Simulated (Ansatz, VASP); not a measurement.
## Na in VASP and in Ansatz

```xyz
2
Lattice="3.7293 0.0000 0.0000 -1.8647 3.2297 0.0000 0.0000 0.0000 6.1540" Properties=species:S:1:pos:R:3 pbc="T T T"
Na    0.0000    2.1531    1.5385
Na    1.8647    1.0766    4.6155
```

Change from the starting cell: equal xx and yy strain of -1 %, crystal datasets.

Alike in both runs: task electric field gradients; functional PBEsol; k mesh 13 × 13 × 7; occupations fermi-dirac, width 0.05 eV; no spin polarisation.

|  | VASP | Ansatz |
| --- | --- | --- |
| version | VASP 6.6.1 | Ansatz 0.2.0 |
| potentials or method | VASP PAW PBE potentials, release 64 (Na_pv), cutoff 520 eV | all-electron PAW with datasets made for the crystal, scalar-relativistic |

```tsv
	VASP	Ansatz	Ansatz less VASP
pressure (GPa)	-0.1	-0.1	0.00
Vzz of the field gradient on the site that differs most (V/Å²)	-0.4	-0.4	+0.01
```

Ansatz ran all-electron here, so the differences hold the error of VASP's frozen core and of both bases.

Caveats: the PAW data sets were made with another functional, which shifts forces and pressure a little (VASP).
